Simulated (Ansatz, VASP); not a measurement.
## Cd in VASP and in Ansatz

```xyz
2
Lattice="3.0148 0.0000 0.0000 -1.5074 2.6109 0.0000 0.0000 0.0000 5.8276" Properties=species:S:1:pos:R:3 pbc="T T T"
Cd    0.0000    1.7406    1.4569
Cd    1.5074    0.8703    4.3707
```

Alike in both runs: functional PBE; k mesh 18 × 18 × 8; occupations gaussian, width 0.1 eV; no spin polarisation.

Ansatz relaxed the structure, and its values are those at the end. VASP's run is a single point on that final structure, the one shown.

```csv
,VASP,Ansatz
version,VASP 6.6.1,Ansatz 0.2.0
potentials or method,"VASP PAW PBE potentials, release 64 (Cd)","scalar-relativistic, plane waves, PAW"
plane-wave cutoff (eV),520,420
valence electrons in the cell,24,40
```

```csv
,VASP,Ansatz,Ansatz less VASP
gap on the k mesh at the Fermi level (eV),none,none,-
pressure (GPa),0.3,0.0,-0.30
```

A gap of «none» marks a metal or a gap that the smearing closes. The functional is the same, so the differences come from potentials, cutoffs and numerics. The two sets of potentials don't hold the same shells in valence.
